A phonon frequency states how fast the atoms of a crystal swing about their rest positions in one collective pattern. Here it comes from density-functional perturbation theory, which works out how the forces in Ta2N change when an atom is displaced very slightly. The column "phonon q row" holds 1 throughout, which stands for the zone centre, where every unit cell moves in step. Three atoms, each free to move in three directions, give nine modes. An imaginary frequency is printed as a negative number.

Zone-centre phonons of Ta2N (space group P-3m1, 3 atoms) at the relaxed cell, from density-functional perturbation theory in VASP 6.6.1 with PBE, without spin polarisation. PAW potentials Ta_pv and N, 600 eV plane-wave cutoff, 7×7×5 k mesh, Gaussian smearing of 0.02 eV. Phonon q row 1 is q = (0, 0, 0); imaginary frequencies are given as negative numbers.

```tsv
row	phonon q row (row)	phonon frequency (cm⁻¹)
1	1	-6.6
2	1	-6.6
3	1	0.0
4	1	87.6
5	1	87.6
6	1	214.6
7	1	436.8
8	1	436.8
9	1	536.6
```

**Three motions that cost nothing**

The first three rows are shifts of the whole crystal. Such a shift stretches no bond, so its exact frequency is zero. The pair at -6.6 cm⁻¹ is the shift within the layers, and its small negative value is numerical residue, not a sign that the crystal wants to distort. The six remaining modes are real, so the structure resists every small shift of its atoms against each other that repeats identically in each cell; patterns with a longer repeat and changes of the cell's shape are untested.

**Who moves in the other six**

The crystal is a stack in which each N layer lies between two Ta layers, followed by a layer of empty sites. Each N atom sits at a centre of inversion. In half of the patterns N therefore stays at rest while the two Ta layers move oppositely; in the other half N moves against both Ta layers together. Motion within the layers has two equivalent directions and appears as a pair, while motion along the stacking axis appears once.

Symmetry doesn't say which pair belongs to which pattern, but mass does. The low modes, at 87.6 and 214.6 cm⁻¹, are assigned to the heavy Ta layers, and the high ones, at 436.8 and 536.6 cm⁻¹, to light N. The reverse assignment would make the coupling between Ta layers more than eighty times as stiff as that between Ta and N, in either direction, which is not credible chemically.

**Mass and stiffness separated**

Because each layer moves as a rigid sheet, forces within a layer drop out. For each direction two net stiffnesses remain: $K$ between N and each Ta layer, and $L$ between the two Ta layers. With $M$ the mass of Ta, $m$ that of N and $\omega$ the frequency, Newton's law gives

$$\omega_{\mathrm N}^2=\frac{K(2M+m)}{Mm},\qquad \omega_{\mathrm{Ta}}^2=\frac{K+2L}{M}.$$

If the Ta layers felt each other only through N, $L$ would be zero and the masses would fix the ratio of the two frequencies:

$$\omega_{\mathrm{Ta}}=\omega_{\mathrm N}\sqrt{\frac{m}{2M+m}}.$$

The factor 2 enters because N is held by Ta from both sides, while each Ta layer is held by N from one side only. For motion within the layers, with mass numbers 14 and 181, the formula gives $436.8\times\sqrt{14/376}\approx 84$ cm⁻¹. The computed mode lies only about 4 % above this estimate. Sliding the Ta layers past each other thus meets hardly any net resistance beyond that of the Ta–N bonds. The mode lies far below its N partner chiefly because Ta is heavy.

Along the stacking axis the same step predicts 104 cm⁻¹, about half the computed value. Here the estimate fails, and the difference measures the direct coupling between the Ta layers. On the assignment above, that coupling supplies about three quarters of the stiffness of this mode. The output printed below the text gives these comparisons for both directions.

**Why spacing is stiff and sliding is soft**

Ta atoms facing each other are only 2.98 Å apart across the empty layer and 3.07 Å across the N layer, close enough for metallic bonding in both gaps. The net coupling is the sum over both, and these frequencies cannot say how much each supplies. When the Ta layers move along the axis, one gap between them widens and the next one narrows, and every contact changes length markedly. When the layers slide, each contact changes length less, because it leans towards the axis.

This picture gives the right order but not the full contrast. Simple springs along the contacts would make the axial coupling about 3.5 times the sliding one across the empty layer, and little more across the N layer, whereas the computed net couplings differ far more. Sideways forces that partly cancel the resistance to sliding may account for the rest, but that is a guess.

The N modes keep a similar open point. The Ta cage around N is almost a regular octahedron, so springs along the Ta–N bonds would hold N about equally firmly in every direction. Yet the axial motion is about 1.5 times as stiff as the motion within the layers. Forces that such springs leave out, sideways ones or those from more distant atoms, must make the difference, and these frequencies cannot tell them apart.

**Carrying the reasoning to a neighbour**

Consider nitrides with this structure whose metals are lighter than Ta but still much heavier than N, and suppose the bonds kept their stiffness. The metal-layer modes would climb as the inverse square root of the metal's mass, while the N modes would hardly move, because the light atom does most of the swinging there. A real change of metal also changes the bonds. The estimate from the N mode still serves, because it takes that frequency from the same crystal. A metal-layer mode well above it points to direct coupling between the metal layers, as it does here along the stacking axis.

Printed output of the fit:

```
Number of near-zero modes (rigid translations): 3
Number of real optical modes: 6
Squared residue of the translations as percent of the squared lowest optical frequency: 0.5676
Gap between highest Ta mode and lowest N mode in 1/cm: 222.2
Axial N mode less in-plane N mode in 1/cm: 99.8
Stiffness ratio of N motion, axial to in-plane: 1.509
Frequency ratio of Ta modes, axial to in-plane: 2.45
Mass factor from N mode to Ta mode without Ta-Ta coupling: 0.193
In-plane Ta mode estimated without Ta-Ta coupling in 1/cm: 84.29
Computed in-plane Ta mode less estimate in 1/cm: 3.315
Axial Ta mode estimated without Ta-Ta coupling in 1/cm: 103.5
Computed axial Ta mode divided by estimate: 2.073
Percent of in-plane Ta stiffness left to net Ta-Ta coupling: 7.424
Percent of axial Ta stiffness left to net Ta-Ta coupling: 76.72
Net Ta-Ta coupling, axial to in-plane ratio (small divisor): 62.02
Ta-layer to N-Ta stiffness ratio needed if in-plane assignment were swapped: 667.8
Ta-layer to N-Ta stiffness ratio needed if axial assignment were swapped: 167.9
Ta-Ta contact across the empty layer in angstrom: 2.98
Bond-direction ratio axial to in-plane for Ta-Ta across the empty layer: 3.517
Bond-direction ratio axial to in-plane for N-Ta: 0.9618
```
